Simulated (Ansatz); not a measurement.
Calculation for PbS (begun as wurtzite type, now flat h-MgO): DFT, PBE, all-electron LAPW, scalar-relativistic (Ansatz 0.2.0).

The cell comes from a relaxation on PAW files under the same functional, begun from a prototype that needn't be the stable phase.

Command: `ansatz run input.yaml --threads 1 --pin off --max-ram 3072MiB --backend cpu --events-out ev --progress --plain --runs-dir out` It took 50 s on 1 thread of Intel(R) Xeon(R) 6975P-C (Granite Rapids) (shared host), peak memory 0.51 GiB.

```yaml
crystal:
  lattice:
    - [5.0324512627, 0.0, 0.0]
    - [-2.5162256314, 4.3582306368, 0.0]
    - [0.0, 0.0, 6.0158341605]
  atoms:
    - { symbol: Pb, position: [0.3333333333, 0.6666666667, -0.0621654658] }
    - { symbol: Pb, position: [0.6666666667, 0.3333333333, 0.4378345342] }
    - { symbol: S, position: [0.3333333333, 0.6666666667, 0.4381654658] }
    - { symbol: S, position: [0.6666666667, 0.3333333333, 0.9381654658] }
kpoints:
  mp_grid: { grid: [9, 9, 5] }
  band_path:
    path:
      - [0.0, 0.0, 0.0]
      - [0.5, 0.0, 0.0]
      - [0.3333333333, 0.3333333333, 0.0]
      - [0.0, 0.0, 0.0]
      - [0.0, 0.0, 0.5]
      - [0.5, 0.0, 0.5]
      - [0.3333333333, 0.3333333333, 0.5]
      - [0.0, 0.0, 0.5]
      - [0.5, 0.0, 0.5]
    npoints: 14
scf:
  occupations: { method: fermi_dirac, width: 0.05 }
hamiltonian:
  xc: pbe
  pseudopotentials: { kind: all_electron, lapw: { basis_error: 0.001 } }
output:
  forces: true
  stress: true
  eigenvalues: true
  populations: true
  dos: { projected: true, de: 0.2, e_range: [-14, 8] }
```

Output:

```
Pb: projections on atomic orbitals take those of the free atom 1s2 2s2 2p6 3s2 3p6 3d10 4s2 4p6 4d10 4f14 5s2 5p6 5d10 6s2 6p2, of charge +0.00 (hamiltonian.pseudopotentials.projection_atoms)
S: projections on atomic orbitals take those of the free atom 1s2 2s2 2p6 3s2 3p4, of charge +0.00 (hamiltonian.pseudopotentials.projection_atoms)
LAPW: plane waves up to 6.977 Å⁻¹, error target 1.0e-3 eV per atom; small_component_spin mean_spin; S in spheres of 1.277 Å, 14 of its electrons in bands, Dirac shells []; Pb in spheres of 1.628 Å, 36 of its electrons in bands, Dirac shells [] (how accurate: hamiltonian.pseudopotentials.lapw.basis_error, Limitations)
Engine: ansatz 0.2.0
Pseudopotentials: kind: all_electron
Pseudopotential: Pb, LAPW, valence charge 36, lapw/all_electron/scalar/gaussian/Pb, Koelling and Harmon's equation, gaussian nucleus
Pseudopotential: S, LAPW, valence charge 14, lapw/all_electron/scalar/gaussian/S, Koelling and Harmon's equation, gaussian nucleus
Functional definition: PBE
  parameter kappa = 0.804
  parameter beta = 0.06672455060314922
  exchange = pbe_x(kappa = kappa, mu = beta*pi^2/3)
  correlation = pbe_c(beta = beta)
Crystal: 4 atoms, lattice volume = 131.943 Å³
Basis set: ecut = 185.48834517380388 eV, 769 PW (Γ), exchange–correlation at level 2
Bands: 60, of which v1, the nominal top of the filled ones, is band 50 counted from 1 (49 counted from 0)
Symmetry: 12 space group operations
Space group: P63mc (ITA 186), of the structure as read, at distance tolerance 5.1e-5 Å
k-points: 36 of 405 (time reversal used)
Non-local potential: Pb, projectors of the file, none
Non-local potential: S, projectors of the file, none
Initial density: superposition of atomic densities (chi_scale 0.1, normalization cell, long waves kept (reshape's long-wave potential 0.00 eV rms))
Initial wavefunctions: plane waves of lowest kinetic energy (no species holds an atomic orbital)
Functional: x = pbe(κ = 0.804, μ = 0.2195149727645171), c = pbe(β = 0.06672455060314922)
iter 1 solved again at ethr=3.71e-3 eV; its pass at ethr=1.00e-1 eV (dr2=3.71e0 eV) is discarded
SCF iter   1: F=—  HF=-1157861.670797 eV  |F-HF|=—  |Δ(HF+E_count)|=         —  Δρ=3.32e-2  dr2=3.71e0  ethr=3.71e-3  ⟨swp⟩=2.0  Hψ=13433  notcnv=0
preconditioner: auto → Resta (q_TF=auto, 2.605 Å⁻¹)  ε∞=2.7  [insulator: Δε(μ)=2.451 eV  Ē_g=15.719 eV  σ=0.050 eV  W_gap=1.00  n_scr=40 (ndim 8)  ℏωp=20.4 eV  f_vac=0.241  D(μ)=0.00/eV (n_scr^D=0)  ε∞_Penn≈2.7]
iter 2 solved again at ethr=2.30e-4 eV; its pass at ethr=3.71e-3 eV (dr2=2.30e-1 eV) is discarded
SCF iter   2: F=—  HF=-1157860.427879 eV  |F-HF|=—  |Δ(HF+E_count)|=    1.24e0  Δρ=8.78e-3  dr2=2.29e-1  ethr=2.30e-4  ⟨swp⟩=2.0  Hψ=10833  notcnv=0
SCF iter   3: F=—  HF=-1157860.425697 eV  |F-HF|=—  |Δ(HF+E_count)|=         —  Δρ=6.16e-3  dr2=1.29e-1  ethr=2.29e-4  ⟨swp⟩=2.0  Hψ=6277  notcnv=0
the basis was enlarged: its passes take 252.5 KiB over the memory plan, 1 of 1 planned eigensolver slots
SCF iter   4: F=—  HF=-1157860.438619 eV  |F-HF|=—  |Δ(HF+E_count)|=   1.29e-2  Δρ=1.34e-3  dr2=3.88e-3  ethr=1.29e-4  ⟨swp⟩=2.1  Hψ=6225  notcnv=0
SCF iter   5: F=—  HF=-1157860.435880 eV  |F-HF|=—  |Δ(HF+E_count)|=   2.74e-3  Δρ=5.80e-4  dr2=8.20e-4  ethr=3.88e-6  ⟨swp⟩=2.6  Hψ=6456  notcnv=0
SCF iter   6: F=—  HF=-1157860.436872 eV  |F-HF|=—  |Δ(HF+E_count)|=   9.93e-4  Δρ=2.13e-4  dr2=1.78e-4  ethr=8.20e-7  ⟨swp⟩=3.0  Hψ=6681  notcnv=0
SCF iter   7: F=—  HF=-1157860.437366 eV  |F-HF|=—  |Δ(HF+E_count)|=   4.94e-4  Δρ=5.11e-5  dr2=8.72e-6  ethr=1.78e-7  ⟨swp⟩=3.0  Hψ=6829  notcnv=0
SCF iter   8: F=—  HF=-1157860.437403 eV  |F-HF|=—  |Δ(HF+E_count)|=   3.63e-5  Δρ=1.44e-5  dr2=4.41e-7  ethr=8.72e-9  ⟨swp⟩=3.0  Hψ=6765  notcnv=0
SCF iter   9: F=-1157860.437404 eV  HF=-1157860.437404 eV  |F-HF|=3.35e-8  |Δ(HF+E_count)|=   1.81e-6  Δρ=3.62e-6  dr2=2.72e-8  ethr=4.41e-10  ⟨swp⟩=3.0  Hψ=6753  notcnv=0
SCF 1 converged in 9 iterations: F = -1157860.437404 eV  dr2 = 2.72e-8
NSCF: frozen V_eff on 113 k-points
SCF converged after 9 iterations
Free energy (F): -1157860.437404 eV
Harris-Foulkes:  -1157860.437404 eV  (|F-HF|=3.35e-8)
Internal energy: -1157860.437404 eV  (E = F + TS)
E sigma→0 (E₀):  -1157860.437404 eV
Fermi energy:    8.703625 eV
--- Per-component energies (eV) ---
  E_band       = -7375.482536
  E_kinetic    = 1331764.049859
  E_xc         = -22555.277155
  E_electrostatic = -2467069.210108  (all electrons and nuclei)
  E_smearing   = -0.000000  (= −TS)
  E_closure    = 0.000000  (closes the sum)
  E_atoms      = -1157843.251586  (free atoms, spherical and without spin; not in F)
  Σ components = -1157860.437404   (vs F -1157860.437404, Δ=0.00e0)
  Basis errors (estimates in eV, not in F): energy 4.1e-4 per atom: plane waves 3.7e-4 (2.2e-4 summed), levels above the bands 4.8e-70, relativity 5.4e-8, radial functions 3.5e-5, core shells 1.2e-8; eigenvalues (radial functions only) 2.7e-5; not estimated: angular momenta, meshes, grids; target (lapw.basis_error) 1.0e-3; muffin-tin radii S 1.277 Å, Pb 1.628 Å
--- Forces (eV/Å), atoms counted from 1 ---
  atom   1  Pb    -0.00000000    -0.00000000     0.00029548
  atom   2  Pb     0.00000000     0.00000000     0.00029548
  atom   3  S     -0.00000000    -0.00000000    -0.00030017
  atom   4  S      0.00000000     0.00000000    -0.00030017
  max |Σ_I F_I| component: 9.39e-6 eV/Å
--- Stress (GPa, compression-positive) ---
        0.024248      -0.000000      -0.000000
       -0.000000       0.024248       0.000000
       -0.000000       0.000000       0.005094
  P = ⅓ Tr σ = 0.0179 GPa (0.179 kbar)
--- Band table (eV; the first three rows and the last of 36) ---
  k-point 0: bands = ["-196.8680", "-196.8680", "-141.6476", "-141.6476", "-141.6476", "-141.6476", "-141.6418", "-141.6418", "-131.2921", "-131.2921", "-120.3244", "-120.3244", "-120.3244", "-120.3244", "-120.3241", "-120.3241", "-120.3241", "-120.3241", "-120.3212", "-120.3212", "-120.3212", "-120.3212", "-120.3195", "-120.3195", "-73.1377", "-73.1377", "-73.1376", "-73.1376", "-73.1303", "-73.1302", "-8.7222", "-8.6413", "-8.6413", "-8.6407", "-8.6407", "-8.6383", "-8.6383", "-8.6118", "-8.5922", "-8.5922", "-4.8280", "-3.4390", "1.0899", "2.0754", "3.6180", "5.0814", "5.0814", "6.1786", "6.2162", "6.2162", "10.0710", "10.0710", "11.3847", "11.3847", "13.1063", "13.3900", "13.5576", "14.7264", "14.7264", "16.5444"]
  k-point 1: bands = ["-196.8680", "-196.8680", "-141.6476", "-141.6476", "-141.6476", "-141.6476", "-141.6418", "-141.6418", "-131.2921", "-131.2921", "-120.3244", "-120.3244", "-120.3244", "-120.3244", "-120.3241", "-120.3241", "-120.3241", "-120.3241", "-120.3212", "-120.3212", "-120.3212", "-120.3212", "-120.3195", "-120.3195", "-73.1377", "-73.1377", "-73.1376", "-73.1376", "-73.1303", "-73.1303", "-8.7068", "-8.6504", "-8.6504", "-8.6446", "-8.6446", "-8.6244", "-8.6244", "-8.6168", "-8.5934", "-8.5934", "-4.7267", "-3.6071", "0.9369", "1.7680", "4.3616", "5.1865", "5.1865", "6.1122", "6.1122", "6.7026", "10.0623", "10.0623", "11.1138", "11.1138", "11.8630", "12.7914", "13.3649", "15.1975", "15.1975", "15.9620"]
  k-point 2: bands = ["-196.8680", "-196.8680", "-141.6476", "-141.6476", "-141.6476", "-141.6476", "-141.6418", "-141.6418", "-131.2921", "-131.2921", "-120.3244", "-120.3244", "-120.3244", "-120.3244", "-120.3241", "-120.3241", "-120.3241", "-120.3241", "-120.3212", "-120.3212", "-120.3212", "-120.3212", "-120.3195", "-120.3195", "-73.1377", "-73.1377", "-73.1376", "-73.1376", "-73.1303", "-73.1303", "-8.6708", "-8.6540", "-8.6540", "-8.6508", "-8.6508", "-8.6360", "-8.6096", "-8.6096", "-8.5988", "-8.5988", "-4.4339", "-4.0092", "0.9141", "1.2397", "5.4689", "5.4689", "5.8267", "5.8267", "5.9652", "7.2510", "10.1931", "10.1931", "10.3830", "10.5904", "10.5904", "11.2588", "13.8785", "14.7764", "16.3932", "16.3932"]
  k-point 35: bands = ["-196.8680", "-196.8680", "-141.6476", "-141.6476", "-141.6476", "-141.6476", "-141.6418", "-141.6418", "-131.2921", "-131.2921", "-120.3244", "-120.3244", "-120.3244", "-120.3244", "-120.3241", "-120.3241", "-120.3241", "-120.3241", "-120.3212", "-120.3212", "-120.3212", "-120.3212", "-120.3195", "-120.3195", "-73.1377", "-73.1376", "-73.1376", "-73.1376", "-73.1303", "-73.1303", "-8.6659", "-8.6659", "-8.6363", "-8.6363", "-8.6362", "-8.6358", "-8.6191", "-8.6092", "-8.6092", "-8.6049", "-3.7765", "-3.7765", "-0.2385", "-0.2385", "4.3711", "4.8586", "6.4616", "6.4616", "7.8523", "7.8523", "9.7622", "9.7622", "10.9663", "10.9663", "12.1030", "12.1274", "14.6522", "14.9791", "15.5558", "17.4239"]
--- Löwdin populations: 4 sites ---
  site symbol       q [e]
     0     Pb     81.4927
     1     Pb     81.4927
     2      S     16.4611
     3      S     16.4611
  spilling = 0.000472 (of n_electrons = 196.000000)
```

populations.tsv:

```
# site	symbol	l	j	q
# orbitals = lowdin
# n_electrons = 196.000000
# spilling = 0.000472
# projection_atom_Pb: 1s2 2s2 2p6 3s2 3p6 3d10 4s2 4p6 4d10 4f14 5s2 5p6 5d10 6s2 6p2
# projection_atom_S: 1s2 2s2 2p6 3s2 3p4
0	Pb	0_1S	-	2.000000
0	Pb	0_2S	-	1.999999
0	Pb	0_3S	-	1.999989
0	Pb	0_4S	-	1.999896
0	Pb	0_5S	-	1.998757
0	Pb	0_6S	-	1.943297
0	Pb	1_2P	-	6.000000
0	Pb	1_3P	-	6.000000
0	Pb	1_4P	-	5.999985
0	Pb	1_5P	-	5.998633
0	Pb	1_6P	-	1.555811
0	Pb	2_3D	-	10.000000
0	Pb	2_4D	-	9.999999
0	Pb	2_5D	-	9.996347
0	Pb	3_4F	-	14.000000
1	Pb	0_1S	-	2.000000
1	Pb	0_2S	-	1.999999
1	Pb	0_3S	-	1.999989
1	Pb	0_4S	-	1.999896
1	Pb	0_5S	-	1.998757
1	Pb	0_6S	-	1.943297
1	Pb	1_2P	-	6.000000
1	Pb	1_3P	-	6.000000
1	Pb	1_4P	-	5.999985
1	Pb	1_5P	-	5.998633
1	Pb	1_6P	-	1.555811
1	Pb	2_3D	-	10.000000
1	Pb	2_4D	-	9.999999
1	Pb	2_5D	-	9.996347
1	Pb	3_4F	-	14.000000
2	S	0_1S	-	1.999950
2	S	0_2S	-	1.996443
2	S	0_3S	-	1.806577
2	S	1_2P	-	5.999591
2	S	1_3P	-	4.658495
3	S	0_1S	-	1.999950
3	S	0_2S	-	1.996443
3	S	0_3S	-	1.806577
3	S	1_2P	-	5.999591
3	S	1_3P	-	4.658495
```

Next run (volume at 0.94 of the series' base cell), as changes to the input before:

```diff
   lattice:
-    - [5.0324512627, 0.0, 0.0]
-    - [-2.5162256314, 4.3582306368, 0.0]
-    - [0.0, 0.0, 6.0158341605]
+    - [4.9257294673, 0.0, 0.0]
+    - [-2.4628647337, 4.2658068509, 0.0]
+    - [0.0, 0.0, 5.9025782467]
   atoms:
-    - { symbol: Pb, position: [0.3333333333, 0.6666666667, -0.0621654658] }
-    - { symbol: Pb, position: [0.6666666667, 0.3333333333, 0.4378345342] }
-    - { symbol: S, position: [0.3333333333, 0.6666666667, 0.4381654658] }
-    - { symbol: S, position: [0.6666666667, 0.3333333333, 0.9381654658] }
+    - { symbol: Pb, position: [0.3333333333, 0.6666666667, -0.0621069606] }
+    - { symbol: Pb, position: [0.6666666667, 0.3333333333, 0.4378930394] }
+    - { symbol: S, position: [0.3333333333, 0.6666666667, 0.4381069606] }
+    - { symbol: S, position: [0.6666666667, 0.3333333333, 0.9381069606] }
 kpoints:
-    npoints: 14
+    npoints: 8
 scf:
```

Results part of the output:

```
SCF 1 converged in 9 iterations: F = -1157860.368698 eV  dr2 = 3.67e-8
NSCF: frozen V_eff on 65 k-points
SCF converged after 9 iterations
Free energy (F): -1157860.368698 eV
Harris-Foulkes:  -1157860.368698 eV  (|F-HF|=6.33e-8)
Internal energy: -1157860.368698 eV  (E = F + TS)
E sigma→0 (E₀):  -1157860.368698 eV
Fermi energy:    9.616577 eV
--- Per-component energies (eV) ---
  E_band       = -7291.574035
  E_kinetic    = 1331770.800564
  E_xc         = -22556.818920
  E_electrostatic = -2467074.350343  (all electrons and nuclei)
  E_smearing   = -0.000000  (= −TS)
  E_closure    = 0.000000  (closes the sum)
  E_atoms      = -1157843.251586  (free atoms, spherical and without spin; not in F)
[... lines left out ...]
        2.917330       0.000000       0.000000
        0.000000       2.917330      -0.000000
        0.000000      -0.000000       2.914315
  P = ⅓ Tr σ = 2.9163 GPa (29.163 kbar)
--- Band table (eV; the first three rows and the last of 36) ---
  k-point 0: bands = ["-196.1089", "-196.1089", "-140.8868", "-140.8868", "-140.8868", "-140.8868", "-140.8797", "-140.8797", "-130.3843", "-130.3843", "-119.4098", "-119.4098", "-119.4098", "-119.4098", "-119.4096", "-119.4096", "-119.4096", "-119.4096", "-119.4060", "-119.4060", "-119.4060", "-119.4060", "-119.4041", "-119.4041", "-72.2326", "-72.2326", "-72.2325", "-72.2325", "-72.2243", "-72.2242", "-7.8783", "-7.7605", "-7.7605", "-7.7599", "-7.7599", "-7.7536", "-7.7536", "-7.7265", "-7.6955", "-7.6955", "-4.3510", "-2.7353", "2.0067", "3.1677", "4.1132", "5.7022", "5.7022", "6.8782", "6.9188", "6.9188", "10.9028", "10.9028", "12.3401", "12.3401", "13.9783", "14.5535", "14.6915", "15.5502", "15.5502", "17.3859"]
  k-point 1: bands = ["-196.1089", "-196.1089", "-140.8868", "-140.8868", "-140.8868", "-140.8868", "-140.8797", "-140.8797", "-130.3843", "-130.3843", "-119.4098", "-119.4098", "-119.4098", "-119.4098", "-119.4096", "-119.4096", "-119.4096", "-119.4096", "-119.4060", "-119.4060", "-119.4060", "-119.4060", "-119.4041", "-119.4041", "-72.2326", "-72.2326", "-72.2325", "-72.2325", "-72.2243", "-72.2242", "-7.8573", "-7.7712", "-7.7712", "-7.7646", "-7.7646", "-7.7370", "-7.7370", "-7.7332", "-7.6972", "-7.6972", "-4.2394", "-2.9416", "1.8110", "2.7899", "4.9589", "5.8152", "5.8152", "6.8081", "6.8081", "7.4858", "10.8889", "10.8889", "12.0349", "12.0349", "12.8960", "13.8921", "14.2349", "16.0423", "16.0423", "16.9808"]
  k-point 2: bands = ["-196.1089", "-196.1089", "-140.8868", "-140.8868", "-140.8868", "-140.8868", "-140.8797", "-140.8797", "-130.3843", "-130.3843", "-119.4098", "-119.4098", "-119.4098", "-119.4098", "-119.4096", "-119.4096", "-119.4096", "-119.4096", "-119.4060", "-119.4060", "-119.4060", "-119.4060", "-119.4041", "-119.4041", "-72.2325", "-72.2325", "-72.2325", "-72.2325", "-72.2243", "-72.2242", "-7.8079", "-7.7762", "-7.7762", "-7.7724", "-7.7724", "-7.7597", "-7.7180", "-7.7180", "-7.7041", "-7.7041", "-3.9110", "-3.4213", "1.7933", "2.1721", "6.1184", "6.1184", "6.5027", "6.5027", "6.7040", "8.1062", "11.0256", "11.0256", "11.3287", "11.4568", "11.4568", "12.2900", "14.7663", "15.7176", "17.2782", "17.2782"]
  k-point 35: bands = ["-196.1089", "-196.1089", "-140.8868", "-140.8868", "-140.8868", "-140.8868", "-140.8797", "-140.8797", "-130.3843", "-130.3843", "-119.4098", "-119.4098", "-119.4098", "-119.4098", "-119.4096", "-119.4096", "-119.4096", "-119.4096", "-119.4060", "-119.4060", "-119.4060", "-119.4060", "-119.4041", "-119.4041", "-72.2325", "-72.2325", "-72.2325", "-72.2325", "-72.2243", "-72.2243", "-7.7970", "-7.7970", "-7.7560", "-7.7560", "-7.7522", "-7.7522", "-7.7306", "-7.7193", "-7.7193", "-7.7120", "-3.1436", "-3.1436", "0.4395", "0.4395", "4.9092", "5.4316", "7.1858", "7.1858", "8.8097", "8.8097", "10.6940", "10.6940", "11.9309", "11.9309", "13.0255", "13.0556", "15.6508", "15.9538", "16.5238", "18.4321"]
--- Löwdin populations: 4 sites ---
  site symbol       q [e]
     0     Pb     81.5184
     1     Pb     81.5184
     2      S     16.4319
     3      S     16.4319
  spilling = 0.000507 (of n_electrons = 196.000000)
```

Next run (volume at 0.88 of the series' base cell), as changes to the input before:

```diff
   lattice:
-    - [4.9257294673, 0.0, 0.0]
-    - [-2.4628647337, 4.2658068509, 0.0]
-    - [0.0, 0.0, 5.9025782467]
+    - [4.8145427482, 0.0, 0.0]
+    - [-2.4072713741, 4.1695163275, 0.0]
+    - [0.0, 0.0, 5.7839907343]
   atoms:
-    - { symbol: Pb, position: [0.3333333333, 0.6666666667, -0.0621069606] }
-    - { symbol: Pb, position: [0.6666666667, 0.3333333333, 0.4378930394] }
-    - { symbol: S, position: [0.3333333333, 0.6666666667, 0.4381069606] }
-    - { symbol: S, position: [0.6666666667, 0.3333333333, 0.9381069606] }
+    - { symbol: Pb, position: [0.3333333333, 0.6666666667, -0.0620807225] }
+    - { symbol: Pb, position: [0.6666666667, 0.3333333333, 0.4379192775] }
+    - { symbol: S, position: [0.3333333333, 0.6666666667, 0.4380807225] }
+    - { symbol: S, position: [0.6666666667, 0.3333333333, 0.9380807225] }
 kpoints:
```

Results part of the output:

```
SCF 1 converged in 9 iterations: F = -1157860.131538 eV  dr2 = 3.97e-8
NSCF: frozen V_eff on 65 k-points
SCF converged after 9 iterations
Free energy (F): -1157860.131538 eV
Harris-Foulkes:  -1157860.131538 eV  (|F-HF|=8.27e-8)
Internal energy: -1157860.131538 eV  (E = F + TS)
E sigma→0 (E₀):  -1157860.131538 eV
Entropy (-TS):   -0.000000 eV (-0.000 meV/atom)
Fermi energy:    10.647400 eV
--- Per-component energies (eV) ---
  E_band       = -7197.662417
  E_kinetic    = 1331778.811180
  E_xc         = -22558.582995
  E_electrostatic = -2467080.359723  (all electrons and nuclei)
  E_smearing   = -0.000000  (= −TS)
  E_closure    = 0.000000  (closes the sum)
[... lines left out ...]
        6.897758       0.000000       0.000000
       -0.000000       6.897758       0.000000
        0.000000       0.000000       6.889119
  P = ⅓ Tr σ = 6.8949 GPa (68.949 kbar)
--- Band table (eV; the first three rows and the last of 36) ---
  k-point 0: bands = ["-195.2477", "-195.2477", "-140.0236", "-140.0236", "-140.0236", "-140.0236", "-140.0151", "-140.0151", "-129.3736", "-129.3736", "-118.3914", "-118.3914", "-118.3914", "-118.3914", "-118.3912", "-118.3912", "-118.3912", "-118.3912", "-118.3868", "-118.3868", "-118.3868", "-118.3868", "-118.3846", "-118.3846", "-71.2254", "-71.2254", "-71.2253", "-71.2253", "-71.2157", "-71.2155", "-6.9543", "-6.7845", "-6.7845", "-6.7839", "-6.7839", "-6.7715", "-6.7715", "-6.7438", "-6.6977", "-6.6977", "-3.8179", "-1.9237", "3.0371", "4.4098", "4.6764", "6.4143", "6.4143", "7.6740", "7.7246", "7.7246", "11.8340", "11.8340", "13.4101", "13.4101", "14.9569", "15.8649", "15.9544", "16.4807", "16.4807", "18.3291"]
  k-point 1: bands = ["-195.2477", "-195.2477", "-140.0236", "-140.0236", "-140.0236", "-140.0236", "-140.0151", "-140.0151", "-129.3736", "-129.3736", "-118.3914", "-118.3914", "-118.3914", "-118.3914", "-118.3912", "-118.3912", "-118.3912", "-118.3912", "-118.3868", "-118.3868", "-118.3868", "-118.3868", "-118.3846", "-118.3846", "-71.2254", "-71.2254", "-71.2253", "-71.2253", "-71.2157", "-71.2156", "-6.9258", "-6.7973", "-6.7973", "-6.7897", "-6.7897", "-6.7529", "-6.7514", "-6.7514", "-6.6998", "-6.6998", "-3.6947", "-2.1800", "2.7816", "3.9382", "5.6536", "6.5364", "6.5364", "7.6066", "7.6066", "8.3914", "11.8136", "11.8136", "13.0645", "13.0645", "14.0581", "15.1217", "15.2127", "16.9950", "16.9950", "18.1400"]
  k-point 2: bands = ["-195.2477", "-195.2477", "-140.0236", "-140.0236", "-140.0236", "-140.0236", "-140.0151", "-140.0151", "-129.3736", "-129.3736", "-118.3914", "-118.3914", "-118.3914", "-118.3914", "-118.3912", "-118.3912", "-118.3912", "-118.3912", "-118.3868", "-118.3868", "-118.3868", "-118.3868", "-118.3846", "-118.3846", "-71.2254", "-71.2254", "-71.2253", "-71.2253", "-71.2157", "-71.2156", "-6.8576", "-6.8040", "-6.8040", "-6.7995", "-6.7995", "-6.7900", "-6.7269", "-6.7269", "-6.7088", "-6.7088", "-3.3249", "-2.7570", "2.7764", "3.2163", "6.8639", "6.8639", "7.2785", "7.2785", "7.5561", "9.0948", "11.9560", "11.9560", "12.3957", "12.4248", "12.4248", "13.4543", "15.7671", "16.7841", "18.2712", "18.2712"]
  k-point 35: bands = ["-195.2477", "-195.2477", "-140.0236", "-140.0236", "-140.0236", "-140.0236", "-140.0151", "-140.0151", "-129.3736", "-129.3736", "-118.3914", "-118.3914", "-118.3914", "-118.3914", "-118.3912", "-118.3912", "-118.3912", "-118.3912", "-118.3868", "-118.3868", "-118.3868", "-118.3868", "-118.3846", "-118.3846", "-71.2254", "-71.2253", "-71.2253", "-71.2253", "-71.2156", "-71.2156", "-6.8388", "-6.8388", "-6.7808", "-6.7808", "-6.7721", "-6.7713", "-6.7437", "-6.7303", "-6.7303", "-6.7191", "-2.4223", "-2.4223", "1.1851", "1.1851", "5.5221", "6.0842", "8.0144", "8.0144", "9.9084", "9.9084", "11.7461", "11.7461", "13.0195", "13.0195", "14.0413", "14.0814", "16.7734", "16.9857", "17.7106", "19.5935"]
--- Löwdin populations: 4 sites ---
  site symbol       q [e]
     0     Pb     81.5462
     1     Pb     81.5462
     2      S     16.3994
     3      S     16.3994
  spilling = 0.000555 (of n_electrons = 196.000000)
```

Spin–orbit coupling is left out, which matters for the heavy atoms.
